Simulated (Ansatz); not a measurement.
# AlAs (F-43m): converging the G0W0 gap, part 2 of 2

How do accuracy and time trade against each other in G0W0 on AlAs (F-43m)?

Ansatz 0.2.0; G0W0 on PBE, plane waves, PAW; PAW set soft_1. Known limits of the many-body steps: not at the basis limit; no spin-orbit coupling; coarse k mesh.

So far. Step 4 (291 empty bands, screening to 200 eV): Against the run with 6×6×6 mesh, 135 empty bands, screening to 120 eV, PAW set soft_1 files, the gap moves by +0.08 eV. Step 5 (Changing the k mesh: 4×4×4 mesh, 135 empty bands …): Against the run with 6×6×6 mesh, 135 empty bands, screening to 120 eV, PAW set soft_1 files, the gap moves by −0.05 eV, while the start moved by −0.02 eV.

## Step 6: Changing the frequency model: 6×6×6 mesh, 135 empty bands, screening to 120 eV, plasmon pole, PAW set soft_1 files

A plasmon pole stands in for the full frequency dependence of the screening; this run shows what that costs in accuracy.

File input.yaml:

```yaml
crystal:
  lattice:
    - [0.0, 2.8304, 2.8304]
    - [2.8304, 0.0, 2.8304]
    - [2.8304, 2.8304, 0.0]
  atoms:
    - { symbol: Al, position: [0.0, 0.0, 0.0] }
    - { symbol: As, position: [0.25, 0.25, 0.25] }
kpoints:
  mp_grid: { grid: [6, 6, 6] }
hamiltonian:
  xc: pbe
  pseudopotentials: { kind: paw, azcp: { folder: soft_1 } }
scf:
  occupations: { method: fixed }
gw:
  n_empty_bands: 135
  ecut_chi: 120
  qp_bands: [v2, c2]
  qp_kpoints: band_edges
  screening: { model: godby_needs }
```

Started as:

```console
ansatz run input.yaml --threads 3 --pin off --max-ram 92160MiB --backend cuda --events-out ev --progress --plain --runs-dir out --devices 1 --max-vram 13GiB
```

Numbers of over 12 decimals in the logs are rounded to 6 here.

Log:

```text
GPUs: using 1 of 1 available (devices: 1).
[...]
GPU FFT provider: cuFFT
GPU libraries: cuBLAS 13.8.2, cuFFT 12.4.0, cuSOLVER 12.3.4
Crystal: 2 atoms, lattice volume = 45.350 Å³
Basis set: ecut = 420 eV, 893 PW (Γ)
Bands: 13, of which v1, the nominal top of the filled ones, is band 9 counted from 1 (8 counted from 0)
Symmetry: 24 space group operations
[...]
k-points: 16 of 216 (time reversal used)
[...]
1    11     10.8499    -6.6583    -4.4466   -11.3340  0.7791    11.0795    11.0790  root
[...]
12     8      3.9487   -15.3626     1.9973   -12.6169  0.7672     3.1952     3.2003  root
    12     9      3.9487   -15.3626     1.9973   -12.6169  0.7672     3.1952     3.2003  root
    12    10      7.5569    -5.5225    -3.6276    -9.1299  0.7990     7.5367     7.5367  root
    12    11      8.4168    -6.5275    -3.7062   -10.3137  0.7961     8.4968     8.4968  root
[key lines of the parts left out:]
SCF converged after 7 iterations
Free energy (F): -5394.599630 eV
Fermi energy:    6.114961 eV
```

It took 14 s on 1 × NVIDIA H100 80GB HBM3 (shared by 6 runs) with 3 threads of AMD EPYC 7R13 (Zen 3), shared host; peak memory 1.3 GiB; 21 s of CPU time.

Numbers from this step:

```
bands summed                                 : 144
plasmon-pole fit frequency                   : 23.39 eV
RPA ε∞ on this mesh (eigenvalues)            : 10.13, 10.13, 10.13
plane waves in the screening matrix          : 137
G0W0 gap on the mesh                         : 2.029 eV
k of the valence top                         : 0, 0, 0
k of the conduction bottom                   : 0, -0.5, -0.5
starting gap on the mesh                     : 1.442 eV
least direct G0W0 gap on the computed points : 3.047 eV
```

Against the run with 6×6×6 mesh, 135 empty bands, screening to 120 eV, PAW set soft_1 files, the gap moves by −0.05 eV.

## Step 7: Changing the files: 6×6×6 mesh, 135 empty bands, screening to 120 eV, hard PAW files

Other atomic data (hard PAW) test the pseudisation: the cutoff goes from 420 to 900 eV and the valence electrons from 18 to 26, which opens shells that were frozen.

This step: G0W0 on PBE, plane waves, PAW.

input.yaml, the sections that differ from step 6:

```yaml
hamiltonian:
  xc: pbe
  pseudopotentials: { kind: paw, source: ansatz }
gw:
  n_empty_bands: 135
  ecut_chi: 120
  qp_bands: [v2, c2]
  qp_kpoints: band_edges
  screening: { model: contour_deformation }
# crystal, kpoints, scf: as in step 6
```

Log:

```text
GPUs: using 1 of 1 available (devices: 1).
[...]
GPU FFT provider: cuFFT
GPU libraries: cuBLAS 13.8.2, cuFFT 12.4.0, cuSOLVER 12.3.4
Crystal: 2 atoms, lattice volume = 45.350 Å³
Basis set: ecut = 900 eV, 2733 PW (Γ)
Bands: 17, of which v1, the nominal top of the filled ones, is band 13 counted from 1 (12 counted from 0)
Symmetry: 24 space group operations
[...]
k-points: 16 of 216 (time reversal used)
[...]
1    15     11.8182    -6.6708    -4.4959   -11.3519  0.7596    12.0039    12.0033  root
[...]
12    12      4.9163   -15.3786     2.0030   -12.6350  0.7469     4.1653     4.1757  root
    12    13      4.9163   -15.3786     2.0030   -12.6350  0.7469     4.1653     4.1757  root
    12    14      8.5262    -5.5285    -3.6296    -9.1426  0.7905     8.5108     8.5108  root
    12    15      9.3861    -6.5086    -3.7406   -10.3078  0.7871     9.4447     9.4447  root
[key lines of the parts left out:]
SCF converged after 7 iterations
Free energy (F): -7288.219298 eV
Fermi energy:    7.086507 eV
```

Wall time 27 s (1 × NVIDIA H100 80GB HBM3 (shared by 6 runs) with 3 threads); peak memory 1.2 GiB; 37 s of CPU time.

Numbers from this step:

```yaml
bands_summed: 148
rpa_eps_infinity_on_this_mesh_eigenvalues: 10.18, 10.18, 10.18
plane_waves_in_the_screening_matrix: 137
g0w0_gap_on_the_mesh: 2.068 eV
k_of_the_valence_top: 0, 0, 0
k_of_the_conduction_bottom: 0, -0.5, -0.5
starting_gap_on_the_mesh: 1.440 eV
least_direct_g0w0_gap_on_the_computed_points: 3.008 eV
```

Against the run with 6×6×6 mesh, 135 empty bands, screening to 120 eV, PAW set soft_1 files, the gap moves by −0.010 eV.

## Step 8: The runs together

Times are wall times on 1 × NVIDIA H100 80GB HBM3 (shared by 6 runs) with 3 threads of AMD EPYC 7R13 (Zen 3), shared host, good to a factor of about two.

```csv
mesh,files,frequency,bands summed,cutoff (eV),start (eV),G0W0 (eV),time,host memory (GiB)
6×6×6,PAW set soft_1,contour deformation,56,60,1.442,1.849,20 s,0.99
6×6×6,PAW set soft_1,contour deformation,144,120,1.442,2.078,27 s,1.1
6×6×6,PAW set soft_1,contour deformation,300,200,1.442,2.162,33 s,1.4
4×4×4,PAW set soft_1,contour deformation,144,120,1.421,2.027,11 s,1.0
6×6×6,PAW set soft_1,plasmon pole,144,120,1.442,2.029,14 s,1.3
6×6×6,hard PAW,contour deformation,148,120,1.440,2.068,27 s,1.2
```

The parts of the quasiparticle energy at the two band edges (eV; QP = start + Σx + Σc − Vxc):

```csv
run,edge,start,Σx,Σc,Vxc,Z,QP
56 bands,valence top,6.12,-15.76,1.56,-13.94,0.77,5.85
56 bands,conduction bottom,7.56,-5.52,-3.46,-9.13,0.79,7.70
144 bands,valence top,6.12,-15.76,1.19,-13.94,0.77,5.48
144 bands,conduction bottom,7.56,-5.52,-3.61,-9.13,0.79,7.56
300 bands,valence top,6.12,-15.76,1.05,-13.94,0.77,5.35
300 bands,conduction bottom,7.56,-5.52,-3.66,-9.13,0.79,7.51
```

## Step 9: Results

* 56 bands, 60 eV: 1.849 eV
* 144 bands, 120 eV: 2.078 eV
* 300 bands, 200 eV: 2.162 eV
* estimated limit in bands and cutoff: 2.24 eV
* mesh and start: 6×6×6, PBE

What this shows: A line in one over the bands through the two highest rungs gives 2.24 eV, +0.08 eV from the top rung; the pair below gives 2.22 eV, in fair agreement. The rungs stand 0.39 eV (56 bands), 0.16 eV (144 bands) and 0.08 eV (300 bands) from it. From 56 to 300 bands the gap moves by +0.31 eV. Σc changes by −0.51 eV at the valence top and −0.19 eV at the conduction bottom, so the valence edge carries most of the change. On the 4×4×4 mesh in place of 6×6×6 the gap differs by −0.05 eV, of which −0.02 eV is already in the start. The plasmon-pole model gives −0.05 eV against contour deformation, 8 % of the correction (the least direct gap moves by −0.01 eV). Hard PAW files move the gap by −0.01 eV at equal bands and cutoff, −0.002 eV of it in the start. The cheapest rung within 0.1 eV of this estimate is that with 300 bands (33 s). The many-body steps are scalar-relativistic: spin-orbit coupling is not in them.

[Paths, hosts, dates, memory and timing lines, banners, echoed tables and standing remarks are left out of the program output.]

[Logs are printed without paths, hosts, clocks, repeated set-up lines and the standing remarks that a program may print on its own settings, such as how far it seeks lower states.]

[Runs of the session that timed out or met a known fault of the program may be left out.]

[Cells called generated may have been cut or substituted from an entry of the Crystallography Open Database or the Materials Project.]

[Hosts, paths, dates, database ids (printed as entryN), source tags and the programs' standing remarks are cut or masked in the printed files.]
